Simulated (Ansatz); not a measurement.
I need a relaxation followed by a look at the electronic structure of Al₂O₃, space group P-6m2. Use the Ansatz DFT code, driven from Python. Use (first run): PBEsol, PAW, the default cutoff (420 eV here), 6×6×2 k-points, fixed occupations.

```
Al O
1.0
     2.88432    0.00000    0.00000
    -1.44216    2.49790    0.00000
     0.00000    0.00000    9.33675
Al O
2 3
Cartesian
  0.0000 0.0000 1.4004
  0.0000 0.0000 7.9363
  0.0000 1.6653 2.0757
  1.4422 0.8326 0.0000
  0.0000 1.6653 7.2610
```

`al2o3.py`
```python
# -*- coding: utf-8 -*-
'''From the given cell of Al2O3 to a relaxed cell, its gap and its density of states.'''

import warnings

import ansatz
import numpy as np
from pymatgen.core import Lattice, Structure
from pymatgen.io.ase import AseAtomsAdaptor


def count_gap(report):
    # lowest empty less highest filled band, counting bands; zero where they overlap
    return max(report.get('gap_by_band_count_ev') or 0.0, 0.0)


def with_settings(crystal, spacing):
    return (
        crystal.calculation()
        .functional('PBEsol')
        .occupations('fixed')
        .pseudopotentials('paw')
        .kpoints(spacing=spacing)
    )

warnings.simplefilter('ignore', ansatz.DeckWarning)

pmg_structure = Structure(
    Lattice([(2.884325, 0.0, 0.0), (-1.442162, 2.497899, 0.0), (0.0, 0.0, 9.336754)]),
    ['Al', 'Al', 'O', 'O', 'O'],
    [
        (0.0, 0.0, 0.149992),
        (0.0, 0.0, 0.850008),
        (1 / 3, 2 / 3, 0.222317),
        (2 / 3, 1 / 3, 0.0),
        (1 / 3, 2 / 3, 0.777683),
    ],
)
crystal = ansatz.Crystal.from_ase(AseAtomsAdaptor.get_atoms(pmg_structure))

relaxed = with_settings(crystal, 0.45).relax(cell=True, force_tolerance=0.02, max_steps=40).checkpoint(write='relax.run', compress=False).run(threads=1, backend='cpu')
cell = np.asarray(relaxed.lattice.cell_ang)
print('relaxed edges (A):', np.linalg.norm(cell, axis=1).round(4), ' volume:', round(abs(np.linalg.det(cell)), 3), 'A^3')
for site in relaxed.lattice.sites:
    print(' ', site.symbol, np.round(site.position_frac, 4) + 0.0)

final = ansatz.Crystal.from_checkpoint('relax.run')
out = with_settings(final, 0.34).stress().band_table().density_of_states(energy_step=0.05).run(threads=1, backend='cpu')
r = out.report
dos = out.density_of_states()
print(f'pressure at the relaxed cell {np.trace(r["stress_gpa"]) / 3:.3f} GPa, gap by band count {count_gap(r):.3f} eV')
if count_gap(r) == 0:
    print('states/eV at the Fermi level:', round(float(np.interp(dos.fermi_ev, dos.energies_ev, dos.spin_summed_g_bin_mean_per_ev)), 3))
```

```console
$ python al2o3.py
relaxed edges (A): [2.8623 2.8623 9.3233]  volume: 66.152 A^3
  Al [0.     0.     0.1487]
  Al [0.     0.     0.8513]
  O [0.3333 0.6667 0.2215]
  O [0.6667 0.3333 0.    ]
  O [0.3333 0.6667 0.7785]
pressure at the relaxed cell -0.017 GPa, gap by band count 4.930 eV
```

Caveats:
- Semilocal gaps usually lie well under measured ones.
- The structure is layered, and without a dispersion term the spacing of the layers is poorly determined.
- The crystal has a gap of about 4.93 eV on the mesh; bins of finite width blur the band edges.
- This cell is a computed structure, which may not be the phase found in nature.
- Levels are Kohn-Sham eigenvalues on this mesh.
- Where the second run takes another functional or mesh than the relaxation, its pressure isn't zero; pressure is positive in compression.
- The density of states is complete only as far up as bands were computed.
- The whole script took 12 s on 1 thread of Arm Neoverse V2, with other jobs on the host, peak memory 0.45 GiB.

(A comment or docstring line of the script was reworded after the run, the code is as it ran; lines on the test bed's own set-up are left out of the output.)
